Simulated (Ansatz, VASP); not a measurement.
# B27SbP26 (Sb_P) in two plane-wave programs, part 2 of 2

Aim: how closely do two programs agree when they are given the same cell, functional and k mesh? The cell is taken from a series of runs on this material, whose earlier steps may have relaxed, scaled, displaced or heated it; both programs get it as it stands.

VASP 6.6.1 and Ansatz 0.2.0.

So far. Step 3 (VASP: single point, r2SCAN, pair 1): The run ends at a pressure of 2.63 GPa, with forces up to 0.10 eV/Å.

### 5. Ansatz: single point, r2SCAN, pair 2

Level of this step: Ansatz beside VASP: Kohn-Sham DFT, plane waves, r2SCAN (Ansatz).

A single point gives forces, pressure and levels at one fixed geometry, so differences don't come from the geometry; what else differs is listed under the comparison.

The cell is taken from a series of runs on this material, whose earlier steps may have relaxed, scaled, displaced or heated it; both programs get it as it stands.

input.yaml

```yaml
crystal:
  checkpoint: "../q0.relax.run"
  host: checkpoint
basis:
  ecutwfc: 500
  xc_grid: 2
hamiltonian:
  xc: r2scan
  pseudopotentials: { kind: paw, azcp: { folder: soft_1 } }
kpoints:
  mp_grid: { grid: [2, 2, 2], shift: [0.5, 0.5, 0.5] }
scf:
  occupations: { method: fixed }
  max_iter: 80
output:
  forces: true
  eigenvalues: true
  charged_corrections:
    epsilon: 9.31
    static_epsilon: 9.42
    defect_position: [0.25, 0.583333, 0.583333]
  eigenstates: { localisation: true }
  populations: true
  band_densities: [{ bands: [v1, v1] }, { bands: [c1, c1] }]
  write_density: true
  write_potential: true
  volumetric_format: npy
  elf: true
checkpoint:
  read: "../q0.relax.run"
  write: "../q0.point.run"
  compress: false
  write_wavefunctions: false
  write_every: 100000
```

Command:

```bash
> ansatz run input.yaml --threads 4 --pin off --max-ram 7536MiB --backend cpu --events-out ev --progress --plain --runs-dir out
```

Numbers of over 12 decimals in the logs are rounded to 6 here.

The log of the run:

```text
[...]
Crystal: 54 atoms, lattice volume = 630.129 Å³
Basis set: ecut = 500 eV, 16049 PW (Γ), exchange–correlation on 144×144×144 points (8 copies of the dense FFT grid, shifted against one another)
Bands: 167, of which v1, the nominal top of the filled ones, is band 113 counted from 1 (112 counted from 0)
Symmetry: 1 space group operations
[...]
k-points: 4 of 8 (time reversal used)
[...]
6      B      3.6360
     7      P      4.2806
[...]
50      B      3.6359
    51      P      4.2806
    52      B      3.6489
    53      P      4.2979
  spilling = 0.007822 (of n_electrons = 226.000000)
--- Band densities, each state counted as filled ---
  window                                       electrons  max residual (eV)  cut levels
  bands: [v1, v1]                               2.000000             1.3e-9           1
  bands: [c1, c1]                               2.000000             1.6e-5           0
[key lines of the parts left out:]
SCF converged after 2 iterations
Free energy (F): -30487.805261 eV
Fermi energy:    9.416255 eV
```

### 6. VASP: single point, r2SCAN, pair 2

The same cell, functional and mesh now go to VASP, with its own data sets.

INCAR

```
SYSTEM = B27SbP26
PREC = Accurate
ENCUT = 460
EDIFF = 1E-06
NELM = 120
ISMEAR = 0
SIGMA = 0.01
LREAL = Auto
ALGO = Normal
METAGGA = R2SCAN
LASPH = .TRUE.
NBANDS = 152
LORBIT = 11
LWAVE = .FALSE.
LCHARG = .FALSE.
ISIF = 2
ISYM = 0
GGA_COMPAT = .FALSE.
EFERMI = MIDGAP
LMIXTAU = .TRUE.
KPAR = 4
```

POSCAR

```
B27SbP26
1.0
    0.0000000000      6.8045562257      6.8045562257
    6.8045562257      0.0000000000      6.8045562257
    6.8045562257      6.8045562257      0.0000000000
B P Sb
27 26 1
Direct
    0.9997054530      0.0007020953      0.0001728732
    0.9998295132      0.0001503424      0.3335551341
    0.9998157355      0.0001679807      0.6672151513
    0.9998518445      0.3340710209      0.9995932781
    0.9997735910      0.3340106468      0.3334829270
    0.9998183302      0.3340934317      0.6672391181
    0.9998317051      0.6677619084      0.9996226750
    0.9998253849      0.6677659583      0.3335676874
    0.9770856407      0.6749252040      0.6743272502
    0.3327680210      0.0010125719      0.0004811793
    0.3335049241      0.0001404821      0.3335719021
    0.3327432810      0.0010234563      0.6665263960
    0.3335056517      0.3340920273      0.9996019417
    0.3334982238      0.3340711740      0.3335826025
    0.3406414565      0.3112913358      0.6743742887
    0.3327723281      0.6670198291      0.0005150101
    0.3406749892      0.6749119518      0.3107171527
    0.3407371027      0.6750305965      0.6744714944
    0.6664358113      0.0007046567      0.0001648242
    0.6664355105      0.0007031338      0.3334568660
    0.6667407663      0.0010152998      0.6665032586
    0.6664470961      0.3339806958      0.0001708513
    0.6658958801      0.3340860496      0.3335518771
    0.6658866597      0.3340939707      0.6672358368
    0.6667896248      0.6670220363      0.0004678449
    0.6658921252      0.6677395544      0.3335761667
    0.6667668147      0.6670384800      0.6665102774
    0.2498362852      0.2506213684      0.2500840037
    0.2504857152      0.2471061861      0.5842418985
    0.2505259947      0.2470347462      0.9188080261
    0.2504870075      0.5847442707      0.2465839985
    0.2505024166      0.5847866540      0.9188657326
    0.2505125997      0.9193644881      0.2465052477
    0.2504981739      0.9194200759      0.5842461115
    0.2495502535      0.9173565968      0.9168776217
    0.5832055152      0.2505030792      0.2499866909
    0.5851004504      0.2470220914      0.5842638708
    0.5832006836      0.2505233052      0.9169427240
    0.5851194438      0.5847684942      0.2464798786
    0.5851355527      0.5847701670      0.5842685898
    0.5831198790      0.5838220559      0.9168580936
    0.5832052010      0.9174626599      0.2499915075
    0.5830905319      0.9173861452      0.5833026868
    0.5831047480      0.9173720322      0.9168475373
    0.9163688320      0.2506222012      0.2500786964
    0.9163525158      0.2506360012      0.5835586610
    0.9162332844      0.2505142886      0.9169418711
    0.9163703521      0.5840885857      0.2500910895
    0.9128493001      0.5847641429      0.5842285736
    0.9128043818      0.5847676770      0.9188117877
    0.9162456391      0.9174695751      0.2499852708
    0.9127320661      0.9193894365      0.5842472925
    0.9162389086      0.9174635838      0.9169396463
    0.2497996643      0.5840664286      0.5834665724
```

KPOINTS

```
Points of the shifted mesh
8
Reciprocal
 0.2500000000  0.2500000000  0.2500000000 1
 0.2500000000  0.2500000000  0.7500000000 1
 0.2500000000  0.7500000000  0.2500000000 1
 0.2500000000  0.7500000000  0.7500000000 1
 0.7500000000  0.2500000000  0.2500000000 1
 0.7500000000  0.2500000000  0.7500000000 1
 0.7500000000  0.7500000000  0.2500000000 1
 0.7500000000  0.7500000000  0.7500000000 1
```

The projector-augmented-wave data sets are B, P and Sb (PBE family, release 64).

Command:

```bash
> mpirun -np 8 vasp_std
```

The log of the run:

```text
[banner, memory and clock lines left out]
running    8 mpi-ranks, on    1 nodes
[...]
[... a notice as in an earlier step ...]

 [... a notice as in an earlier step ...]

 LDA part: xc-table for (None), standard interpolation
 POSCAR, INCAR and KPOINTS ok, starting setup
[...]
entering main loop
       N       E                     dE             d eps       ncg     rms          rms(c)
DAV:   1     0.508056763628E+03    0.50806E+03   -0.90790E+04  2432   0.119E+03
DAV:   2    -0.467651683736E+03   -0.97571E+03   -0.91826E+03  2944   0.215E+02
DAV:   3    -0.530791480617E+03   -0.63140E+02   -0.62209E+02  3016   0.526E+01
DAV:   4    -0.532170197772E+03   -0.13787E+01   -0.13684E+01  3096   0.819E+00
[...]
DAV:  20    -0.481254236648E+03   -0.12131E-04   -0.20647E-06  1560   0.425E-03    0.729E-03
DAV:  21    -0.481254232488E+03    0.41596E-05   -0.34721E-06  2144   0.562E-03    0.301E-03
DAV:  22    -0.481254232457E+03    0.30566E-07   -0.15774E-07  1456   0.112E-03
   1 F= -.48125423E+03 E0= -.48125423E+03  d E =0.000000E+00
```

Parts of OUTCAR (step 6):

```text
  Total       10.3811462     10.3901590     10.3794312     -1.0783423     -1.0650325     -1.0833955
  in kB       26.3952920     26.4182082     26.3909317     -2.7418129     -2.7079710     -2.7546612
  external PRESSURE =      26.4014773 kB  Pullay stress =       0.0000000 kB

 POSITION                                       TOTAL-FORCE (eV/Angst)
 -----------------------------------------------------------------------------------
      0.00595      6.80373      6.80733         0.000655     -0.000527     -0.001646
      2.27072      9.07309      6.80442         0.002452     -0.000033      0.001050
      4.54125     11.34341      6.80445        -0.000528     -0.001528      0.000560
      9.07499     13.60534      9.07675         0.005260      0.001925     -0.000004
      4.54200      9.07222      9.07581         0.001169     -0.001090      0.000060
      6.81362     11.34359      9.07668        -0.002353     -0.002831      0.001597
     11.34581     13.60540     11.34723        -0.002127      0.001795     -0.003357
      6.81363      9.07315     11.34722        -0.003404      0.000045     -0.002713
      9.18106     11.23713     11.24120         0.064808     -0.063437     -0.068254
      0.01016      2.26761      2.27123         0.008434      0.000533      0.000053
      2.27076      4.53916      2.27031         0.002388     -0.004170     -0.000569
      4.54238      6.79959      2.27113         0.000572     -0.005951      0.001891
      9.07520      9.07121      4.54271         0.004463     -0.001511     -0.002837
      4.54309      4.53919      4.54251        -0.000132     -0.004266     -0.001126
[...]
-----------------------------------------------------------------------------------
    total drift:                               -0.014126      0.014223      0.007536

  FREE ENERGIE OF THE ION-ELECTRON SYSTEM (eV)
  ---------------------------------------------------
  free  energy   TOTEN  =      -481.2542324574 eV

  energy  without entropy=     -481.2542324574  energy(sigma->0) =     -481.25423246

[... 2 parts as in an earlier step ...]
```

The run ends at a pressure of 2.64 GPa, with forces up to 0.11 eV/Å.

### 7. Side by side

What differs besides the data sets and the points named for the pairs above, as far as they apply: the data sets hold 226 valence electrons in Ansatz (on its PAW soft_1 files) and 216 in VASP. Total energies have different zeros and are not compared.

Both answers:

| quantity | Ansatz | VASP | difference |
| --- | --- | --- | --- |
| gap on the k mesh (eV) | 1.818 | 1.846 | -0.027 |

At this near-relaxed geometry the largest component of a force difference is 64 meV/Å. A gap on the mesh is an upper bound, since the band edges may lie between its points.

### 8. What came out

```json
{"r.m.s. force difference (single point, r2SCAN, pair 1)": "17 meV/Å", "r.m.s. force difference (single point, r2SCAN, pair 2)": "18 meV/Å"}
```

The r.m.s. force difference is 18 meV/Å (single point, r2SCAN, pair 2), beyond the 12 meV/Å picked in this series as the mark of a large difference. The data sets hold unlike numbers of valence electrons (226 in Ansatz and 216 in VASP), so part of the differences comes from the potentials. What causes the difference of the single point, r2SCAN, pair 1 pair stays open here. What causes the difference of the single point, r2SCAN, pair 2 pair stays open here. How closely two codes agree says nothing of how well the functional describes the real material.

[Lines on the potential files, build, host, timing and source positions are cut from VASP's logs without a mark.]

[Logs are printed without paths, hosts, clocks, repeated set-up lines and the standing remarks that a program may print on its own settings, such as how far it seeks lower states.]

[Hosts, paths, dates, database ids (printed as entryN), source tags and the programs' standing remarks are cut or masked in the printed files.]
